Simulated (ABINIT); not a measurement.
# ZnSe (Stilleite) (F-43m) in ABINIT: settings compared

One crystal, ZnSe (Stilleite), is run at these levels: LDA-PZ, PBE, revPBE, revPBE+D3(BJ); tasks: band structure, equation of state.

Everything below comes from runs of ABINIT 10.8.3 (patched build). Logs are shortened: lines on timing, memory, paths and dates and some standing lists are left out, and cuts for length are marked. The log counts tension as positive stress, the text compression.

**Measured values to compare with.**

“Alloy Disordering Effects on the Thermal Conductivity and Energy Gap Temperature Dependence of Cd1−xZnxSe Ternary Crystals Grown by the Bridgman Method”, 2023, pmc:10253836 reports, for a bulk crystal of ZnSe at 300 K: band gap 2.695 ± 0.003 eV (an exciton energy, a little under the gap).

The results are compared with them further down.

## (1) The crystal as given

It takes space group F-43m (No. 216, cubic). The conventional cell has a = 5.668 Å, b = 5.668 Å, c = 5.668 Å, α = 90.00°, β = 90.00°, γ = 90.00°. Se (site symmetry -43m) is surrounded by 4 Zn at 2.45 Å. Zn (site symmetry -43m) is surrounded by 4 Se at 2.45 Å.

## (2) Band structure, LDA-PZ

File run.abi:

```
# Datasets: ground state, then fixed potential
ndtset 2

# Pseudopotentials
pp_dirpath "./"
pseudos "Se.LDA_PW-JTH.xml, Zn.LDA_PW-JTH.xml"

# Structure
acell 4.0075983931 4.0075983931 4.0075983931 Angstrom
rprim
     0.0000000000     0.7071067812     0.7071067812
     0.7071067812     0.0000000000     0.7071067812
     0.7071067812     0.7071067812     0.0000000000
ntypat 2
znucl 34 30
natom 2
typat 1 2
xred
     0.7500000000     0.7500000000     0.7500000000
     0.0000000000     0.0000000000     0.0000000000

# Plane-wave basis
ecut 20.0
pawecutdg 40.0

# Exchange and correlation
ixc 2

# Bands and occupations
occopt 3
tsmear 0.00183747

# SCF cycle
nstep 100

# Output
iomode 3
prtwf 0
prteig 0
prtebands 0
prtden1 1

# Dataset 1
kptopt1 1
ngkpt1 8 8 8
nshiftk1 1
shiftk1 0.0 0.0 0.0
nband1 13
tolvrs1 1.0e-9

# Dataset 2: bands along G-X-W-K-G-L-U-W-L-K
iscf2 -2
getden2 1
nband2 17
nbdbuf2 2
tolwfr2 1.0e-12
kptopt2 -9
ndivsm2 5
prteig2 1
prtvol2 -3
kptbounds2
     0.0000000000     0.0000000000     0.0000000000
     0.5000000000     0.0000000000     0.5000000000
     0.5000000000     0.2500000000     0.7500000000
     0.3750000000     0.3750000000     0.7500000000
     0.0000000000     0.0000000000     0.0000000000
     0.5000000000     0.5000000000     0.5000000000
     0.6250000000     0.2500000000     0.6250000000
     0.5000000000     0.2500000000     0.7500000000
     0.5000000000     0.5000000000     0.5000000000
     0.3750000000     0.3750000000     0.7500000000
```

Potentials or basis: JTH PAW LDA v2.0.

Command:

```sh
$ abinit run.abi > log 2>&1
```

run.abo:

```text
.Version 10.8.3 of ABINIT
 DATASET    1 : space group F-4 3 m (#216); Bravais cF (face-center cubic)
================================================================================
 Values of the parameters that define the memory need for DATASET  1.
     intxc =       0    ionmov =       0      iscf =      17    lmnmax =      18
     lnmax =       6     mgfft =      32  mpssoang =       3    mqgrid =    3001
     natom =       2  nloc_mem =       2    nspden =       1   nspinor =       1
    nsppol =       1      nsym =      24    n1xccc =       1    ntypat =       2
    occopt =       3   xclevel =       1
       mpw =        1329          nfft =       32768          nkpt =          29
 PAW method is used; the additional fine FFT grid is defined by:
   mgfftf=        45    nfftf =     91125
================================================================================
================================================================================

 DATASET    2 : space group F-4 3 m (#216); Bravais cF (face-center cubic)
================================================================================
 Values of the parameters that define the memory need for DATASET  2.
     intxc =       0    ionmov =       0      iscf =      -2    lmnmax =      18
     lnmax =       6     mgfft =      32  mpssoang =       3    mqgrid =    3001
     natom =       2  nloc_mem =       2    nspden =       1   nspinor =       1
    nsppol =       1      nsym =      24    n1xccc =       1    ntypat =       2
    occopt =       3   xclevel =       1
       mpw =        1331          nfft =       32768          nkpt =          87
 PAW method is used; the additional fine FFT grid is defined by:
   mgfftf=        45    nfftf =     91125
================================================================================
================================================================================

--------------------------------------------------------------------------------
------------- Echo of variables that govern the present computation ------------
--------------------------------------------------------------------------------
 -outvars: echo values of preprocessed input variables --------
            acell      7.5732633856E+00  7.5732633856E+00  7.5732633856E+00 Bohr
              amu      7.89600000E+01  6.53900000E+01
             ecut      2.00000000E+01 Hartree
           getden1          0
           getden2          1
             iscf1         17
             iscf2         -2
              ixc           2
           jdtset        1    2
           kptopt1          1
           kptopt2         -9
         kptrlatt        8    0    0      0    8    0      0    0    8
          kptrlen1     6.05861071E+01
          kptrlen2     3.00000000E+01
            natom           2
            nband1         13
            nband2         17
           nbdbuf1          0
           nbdbuf2          2
           ndtset           2
           ndivsm1          0
           ndivsm2          5
            ngfft          32      32      32
          ngfftdg          45      45      45
             nkpt1         29
             nkpt2         87
            nstep         100
             nsym          24
           ntypat           2
           occopt           3
        pawecutdg      4.00000000E+01 Hartree
        prtebands           0
           prteig1          0
           prteig2          1
           prtvol1          0
           prtvol2         -3
            prtwf           0
            rprim      0.0000000000E+00  7.0710678120E-01  7.0710678120E-01
                       7.0710678120E-01  0.0000000000E+00  7.0710678120E-01
                       7.0710678120E-01  7.0710678120E-01  0.0000000000E+00
           shiftk1     0.00000000E+00  0.00000000E+00  0.00000000E+00
           shiftk2     5.00000000E-01  5.00000000E-01  5.00000000E-01
          spgroup         216
           tolvrs1     1.00000000E-09
           tolvrs2     0.00000000E+00
           tolwfr1     0.00000000E+00
[... 41 lines left out ...]
- [  5.3551059,   5.3551059,   0.0000000, ]
lattice_lengths: [   7.57326,    7.57326,    7.57326, ]
lattice_angles: [ 60.000,  60.000,  60.000, ] # degrees, (23, 13, 12)
lattice_volume:   3.0713845E+02
convergence: {deltae:  0.000E+00, res2:  0.000E+00, residm:  9.951E-13, diffor:  0.000E+00, }
etotal    :  -7.42407786E+01
entropy   :   0.00000000E+00
fermie    :   1.07446072E-01
cartesian_stress_tensor: null
pressure_GPa: null
xred      :
- [  7.5000E-01,   7.5000E-01,   7.5000E-01, Se]
- [  0.0000E+00,   0.0000E+00,   0.0000E+00, Zn]
cartesian_forces: null
force_length_stats: {min: null, max: null, mean: null, }
...

 Integrated electronic density in atomic spheres:
 ------------------------------------------------
 Atom  Sphere_radius  Integrated_density
    1        2.21132          4.01513930
    2        2.30770         10.78622756

================================================================================

 ----iterations are completed or convergence reached----

 Mean square residual over all n,k,spin=   53.820E-14; max=  99.508E-14
 reduced coordinates (array xred) for    2 atoms
       0.750000000000      0.750000000000      0.750000000000
       0.000000000000      0.000000000000      0.000000000000

 cartesian coordinates (angstrom) at end:
    1      4.25070000013085     4.25070000013085     4.25070000013085
    2      0.00000000000000     0.00000000000000     0.00000000000000
 length scales=  7.573263385587  7.573263385587  7.573263385587 bohr
              =  4.007598393100  4.007598393100  4.007598393100 angstroms
 Eigenvalues (hartree) for nkpt=  87  k points:
 kpt#   1, nband= 17, wtk=  1.00000, kpt=  0.0000  0.0000  0.0000 (reduced coord)
  -0.40232   -0.15715   -0.15715   -0.15715   -0.14385   -0.14385    0.08722    0.08722
   0.08722    0.12515    0.29710    0.29710    0.29710    0.44342    0.51185    0.51185
   0.56313
 kpt#   2, nband= 17, wtk=  1.00000, kpt=  0.0357  0.0000  0.0357 (reduced coord)
  -0.40190   -0.15717   -0.15705   -0.15705   -0.14388   -0.14382    0.07857    0.08576
   0.08576    0.13425    0.29400    0.29929    0.29929    0.44799    0.49828    0.51253
   0.56494
 kpt#   3, nband= 17, wtk=  1.00000, kpt=  0.0714  0.0000  0.0714 (reduced coord)
  -0.40067   -0.15725   -0.15677   -0.15677   -0.14399   -0.14375    0.06226    0.08157
   0.08157    0.15179    0.28579    0.30565    0.30565    0.45909    0.47460    0.51458
   0.56991
 kpt#   4, nband= 17, wtk=  1.00000, kpt=  0.1071  0.0000  0.1071 (reduced coord)
  -0.39866   -0.15737   -0.15633   -0.15633   -0.14416   -0.14363    0.04471    0.07519
   0.07519    0.17101    0.27458    0.31563    0.31563    0.44421    0.48225    0.51797
   0.57841
 kpt#   5, nband= 17, wtk=  1.00000, kpt=  0.1429  0.0000  0.1429 (reduced coord)
[... 317 lines left out ...]
   0.03344    0.22325    0.30479    0.37910    0.38040    0.45755    0.52330    0.60002
   0.64672
 kpt#  85, nband= 17, wtk=  1.00000, kpt=  0.4028  0.4028  0.6944 (reduced coord)
  -0.36590   -0.15367   -0.15053   -0.14587   -0.14324   -0.13486   -0.08975   -0.02384
   0.02858    0.22035    0.30637    0.38358    0.39730    0.44500    0.52034    0.62987
   0.66102
 kpt#  86, nband= 17, wtk=  1.00000, kpt=  0.3889  0.3889  0.7222 (reduced coord)
  -0.36481   -0.15375   -0.14996   -0.14619   -0.14314   -0.13425   -0.08864   -0.02824
   0.02429    0.21649    0.29966    0.39874    0.41282    0.43456    0.52185    0.64714
   0.68480
 kpt#  87, nband= 17, wtk=  1.00000, kpt=  0.3750  0.3750  0.7500 (reduced coord)
  -0.36417   -0.15389   -0.14955   -0.14657   -0.14299   -0.13402   -0.08871   -0.02783
   0.02081    0.21298    0.28820    0.41392    0.42488    0.43207    0.52950    0.64729
   0.71118

== END DATASET(S) ==============================================================
================================================================================

 -outvars: echo values of variables after computation  --------
            acell      7.5732633856E+00  7.5732633856E+00  7.5732633856E+00 Bohr
           etotal1    -7.4240778593E+01
            fcart1     9.2343130463E-49  9.8206698501E-32 -9.2343130463E-49
                      -9.2343130463E-49 -9.8206698501E-32  9.2343130463E-49
            rprim      0.0000000000E+00  7.0710678120E-01  7.0710678120E-01
                       7.0710678120E-01  0.0000000000E+00  7.0710678120E-01
                       7.0710678120E-01  7.0710678120E-01  0.0000000000E+00
           strten1     1.2504632897E-04  1.2504632897E-04  1.2504632897E-04
                       0.0000000000E+00  0.0000000000E+00  0.0000000000E+00
           xangst      4.2507000001E+00  4.2507000001E+00  4.2507000001E+00
                       0.0000000000E+00  0.0000000000E+00  0.0000000000E+00
             xred      7.5000000000E-01  7.5000000000E-01  7.5000000000E-01
                       0.0000000000E+00  0.0000000000E+00  0.0000000000E+00
 Calculation completed.
```

Run time: 75 s. Hardware: 1 thread of Arm Neoverse V2, shared host; peak memory 0.12 GiB.

What came out:

```yaml
Free_energy: -2020.1945 eV
Band_gap_on_the_k_mesh: 1.03 eV, direct
Valence_electrons_inside_the_program's_atomic_spheres: Se 4.02; Zn 10.79
```

Levels at the corners of the path, in eV from the valence-band top:
| point | band 6 | band 7 | band 8 | band 9 | band 10 | band 11 | band 12 | band 13 |
| --- | --- | --- | --- | --- | --- | --- | --- | --- |
| Γ | -6.29 | 0.00 | 0.00 | 0.00 | 1.03 | 5.71 | 5.71 | 5.71 |
| X | -6.11 | -4.83 | -2.20 | -2.20 | 2.80 | 3.31 | 10.50 | 11.11 |
| W | -5.98 | -4.75 | -2.80 | -2.70 | 5.34 | 5.44 | 6.82 | 7.57 |
| K | -6.02 | -4.79 | -3.13 | -1.81 | 3.42 | 5.47 | 8.89 | 9.19 |
| Γ | -6.29 | 0.00 | 0.00 | 0.00 | 1.03 | 5.71 | 5.71 | 5.71 |
| L | -6.13 | -5.30 | -0.87 | -0.87 | 2.35 | 6.30 | 6.30 | 8.36 |
| U | -6.02 | -4.79 | -3.13 | -1.81 | 3.42 | 5.47 | 8.89 | 9.19 |
| W | -5.98 | -4.75 | -2.80 | -2.70 | 5.34 | 5.44 | 6.82 | 7.57 |
| L | -6.13 | -5.30 | -0.87 | -0.87 | 2.35 | 6.30 | 6.30 | 8.36 |
| K | -6.02 | -4.79 | -3.13 | -1.81 | 3.42 | 5.47 | 8.89 | 9.19 |

Caveat: the cutoff is too short for stress, so the log's stress isn't used.

## (3) Band structure, PBE

Edit run.abi of step 2 so:

```diff
@@ -5,10 +5,10 @@
 pp_dirpath "./"
-pseudos "Se.LDA_PW-JTH.xml, Zn.LDA_PW-JTH.xml"
+pseudos "Se.GGA_PBE-JTH.xml, Zn.GGA_PBE-JTH.xml"
 
 # Structure
-acell 4.0075983931 4.0075983931 4.0075983931 Angstrom
+acell 3*1.0
 rprim
-     0.0000000000     0.7071067812     0.7071067812
-     0.7071067812     0.0000000000     0.7071067812
-     0.7071067812     0.7071067812     0.0000000000
+     0.0000000000     5.3551058920     5.3551058920
+     5.3551058920     0.0000000000     5.3551058920
+     5.3551058920     5.3551058920     0.0000000000
 ntypat 2
@@ -26,3 +26,3 @@
 # Exchange and correlation
-ixc 2
+ixc 11
 
@@ -30,3 +30,3 @@
 occopt 3
-tsmear 0.00183747
+tsmear 0.05 eV
 
@@ -57,5 +57,4 @@
 kptopt2 -9
-ndivsm2 5
+ndivsm2 6
 prteig2 1
-prtvol2 -3
 kptbounds2
```

Potentials or basis: JTH PAW PBE v2.0.

Command:

```sh
$ abinit run.abi > log 2>&1
```

Run time: 92 s. Hardware: 1 thread of Arm Neoverse V2, shared host; peak memory 0.13 GiB.

It converged, with:

* Free energy: -2012.0504 eV
* Band gap on the k mesh: 1.29 eV, direct
* Valence electrons inside the program's atomic spheres: Se 4.03; Zn 10.77

Levels at the corners of the path, in eV from the valence-band top:
| point | band 6 | band 7 | band 8 | band 9 | band 10 | band 11 | band 12 | band 13 |
| --- | --- | --- | --- | --- | --- | --- | --- | --- |
| Γ | -6.17 | 0.00 | 0.00 | 0.00 | 1.29 | 5.81 | 5.81 | 5.81 |
| X | -5.99 | -4.75 | -2.18 | -2.18 | 2.98 | 3.45 | 10.73 | 11.28 |
| W | -5.86 | -4.69 | -2.76 | -2.66 | 5.48 | 5.55 | 6.99 | 7.72 |
| K | -5.90 | -4.72 | -3.09 | -1.79 | 3.58 | 5.60 | 9.06 | 9.30 |
| Γ | -6.17 | 0.00 | 0.00 | 0.00 | 1.29 | 5.81 | 5.81 | 5.81 |
| L | -6.00 | -5.23 | -0.87 | -0.87 | 2.54 | 6.39 | 6.39 | 8.59 |
| U | -5.90 | -4.72 | -3.09 | -1.79 | 3.58 | 5.60 | 9.06 | 9.30 |
| W | -5.86 | -4.69 | -2.76 | -2.66 | 5.48 | 5.55 | 6.99 | 7.72 |
| L | -6.00 | -5.23 | -0.87 | -0.87 | 2.54 | 6.39 | 6.39 | 8.59 |
| K | -5.90 | -4.72 | -3.09 | -1.79 | 3.58 | 5.60 | 9.06 | 9.30 |

Caveat: the cutoff is too short for stress, so the log's stress isn't used.

## (4) Band structure, revPBE

Edit run.abi of step 3 so:

```diff
@@ -8,7 +8,7 @@
 # Structure
-acell 3*1.0
+acell 4.0075983931 4.0075983931 4.0075983931 Angstrom
 rprim
-     0.0000000000     5.3551058920     5.3551058920
-     5.3551058920     0.0000000000     5.3551058920
-     5.3551058920     5.3551058920     0.0000000000
+     0.0000000000     0.7071067812     0.7071067812
+     0.7071067812     0.0000000000     0.7071067812
+     0.7071067812     0.7071067812     0.0000000000
 ntypat 2
@@ -26,3 +26,3 @@
 # Exchange and correlation
-ixc 11
+ixc 14
 
@@ -30,3 +30,3 @@
 occopt 3
-tsmear 0.05 eV
+tsmear 0.00183747
```

Command:

```sh
$ abinit run.abi > log 2>&1
```

Run time: 87 s. Hardware: 1 thread of Arm Neoverse V2, shared host; peak memory 0.13 GiB.

It converged, with:

```yaml
Free_energy: -2009.6817 eV
Band_gap_on_the_k_mesh: 1.41 eV, direct
Valence_electrons_inside_the_program's_atomic_spheres: Se 4.03; Zn 10.76
```

Levels at the corners of the path, in eV from the valence-band top:
```
point  band 7  band 8  band 9  band 10  band 11  band 12
    Γ    0.00    0.00    0.00     1.41     5.85     5.85
    X   -4.72   -2.17   -2.17     3.09     3.53    10.86
    W   -4.66   -2.74   -2.64     5.57     5.59     7.06
    K   -4.69   -3.06   -1.78     3.67     5.66     9.16
    Γ    0.00    0.00    0.00     1.41     5.85     5.85
    L   -5.19   -0.86   -0.86     2.63     6.44     6.44
    U   -4.69   -3.06   -1.78     3.67     5.66     9.16
    W   -4.66   -2.74   -2.64     5.57     5.59     7.06
    L   -5.19   -0.86   -0.86     2.63     6.44     6.44
    K   -4.69   -3.06   -1.78     3.67     5.66     9.16
```

Caveat: the cutoff is too short for stress, so the log's stress isn't used; the PAW data sets were made with another functional, which shifts forces and pressure a little.

## (5) Equation of state, revPBE+D3(BJ)

File run.abi:

```
# Datasets: one volume each
ndtset 7
getwfk -1
scalecart1 3*0.9795861087
scalecart2 3*0.9864848297
scalecart3 3*0.9932883884
scalecart4 3*1.0000000000
scalecart5 3*1.0066227096
scalecart6 3*1.0131594038
scalecart7 3*1.0196128224

# Pseudopotentials
pp_dirpath "./"
pseudos "Se.GGA_PBE-JTH.xml, Zn.GGA_PBE-JTH.xml"

# Structure
acell 3*1.0 Angstrom
rprim
     0.0000000000     2.8338000000     2.8338000000
     2.8338000000     0.0000000000     2.8338000000
     2.8338000000     2.8338000000     0.0000000000
ntypat 2
znucl 34 30
natom 2
typat 1 2
xred
     0.7500000000     0.7500000000     0.7500000000
     0.0000000000     0.0000000000     0.0000000000

# Plane-wave basis
ecut 20.0
pawecutdg 40.0

# k points
kptopt 1
ngkpt 8 8 8
nshiftk 1
shiftk 0.0 0.0 0.0

# Exchange and correlation
ixc 14
vdw_xc 7

# Bands and occupations
nband 13
occopt 3
tsmear 0.05 eV

# SCF cycle
nstep 100
tolvrs 1.0e-9

# Output
iomode 3
prtwf 1
prtden 0
prteig 0
prtebands 0
```

Command:

```sh
$ abinit run.abi > log 2>&1
```

It took 2.9 min on 1 thread of Arm Neoverse V2, shared host; peak memory 0.15 GiB.

The run converged. Its results:

```yaml
Equilibrium_volume: 22.29 Å³/atom
Bulk_modulus: 65 GPa
Pressure_derivative_of_the_bulk_modulus: 4.1
```

Energy against volume, from the lowest point:
```
volume (Å³/atom)  energy (meV/atom)
          21.391               7.89
          21.846               1.85
          22.301               0.00
          22.757               1.96
          23.212               7.23
          23.667              15.66
          24.122              26.79
```

Caveat: the cutoff is too short for stress, so the log's stress isn't used; pressures at fixed basis lie under the slope of the energies; the PAW data sets were made with another functional, which shifts forces and pressure a little.

## (6) The runs side by side

```csv
task,level,potentials or basis,gap on the mesh (eV)
band structure,LDA-PZ,JTH PAW LDA v2.0,1.03
band structure,PBE,JTH PAW PBE v2.0,1.29
band structure,revPBE,JTH PAW PBE v2.0,1.41
equation of state,revPBE+D3(BJ),JTH PAW PBE v2.0,-
```

Alike in all rows: no spin polarisation; cell as given; k mesh 8 × 8 × 8; cutoff (eV) 544; smearing fermi-dirac 0.05 eV.

Caveats: the PAW data sets were made with another functional, which shifts forces and pressure a little (some runs); pressures at fixed basis lie under the slope of the energies (some runs).

Absolute energies hang on the potentials; compare differences alone.

## (7) How close it comes

Step 2. Against the measured gap of ZnSe, 2.695 eV (an exciton energy, a little under the gap; 300 K; “Alloy Disordering Effects on the Thermal Conductivity and Energy Gap Temperature Dependence of Cd1−xZnxSe Ternary Crystals Grown by the Bridgman Method”, 2023, pmc:10253836), the calculated 1.03 eV is off by -1.66 eV. So large a miss can be the level of theory's own, or it may mean another phase, state or a wrong row. Spin-orbit coupling on Se is left out. The value is that of LDA-PZ, without temperature or zero-point motion. Semilocal functionals fall short of measured gaps as a rule.

Step 3. A measured gap of ZnSe is 2.695 eV (an exciton energy, a little under the gap; 300 K; “Alloy Disordering Effects on the Thermal Conductivity and Energy Gap Temperature Dependence of Cd1−xZnxSe Ternary Crystals Grown by the Bridgman Method”, 2023, pmc:10253836); the calculated 1.29 eV misses it by -1.40 eV. So large a miss can be the level of theory's own, or it may mean another phase, state or a wrong row. Spin-orbit coupling on Se is left out. The value is that of PBE, without temperature or zero-point motion. Semilocal functionals fall short of measured gaps as a rule.

Step 4. Against the measured gap of ZnSe, 2.695 eV (an exciton energy, a little under the gap; 300 K; “Alloy Disordering Effects on the Thermal Conductivity and Energy Gap Temperature Dependence of Cd1−xZnxSe Ternary Crystals Grown by the Bridgman Method”, 2023, pmc:10253836), the calculated 1.41 eV is off by -1.29 eV. Spin-orbit coupling on Se is left out. The value is that of revPBE, without temperature or zero-point motion. Semilocal functionals fall short of measured gaps as a rule.
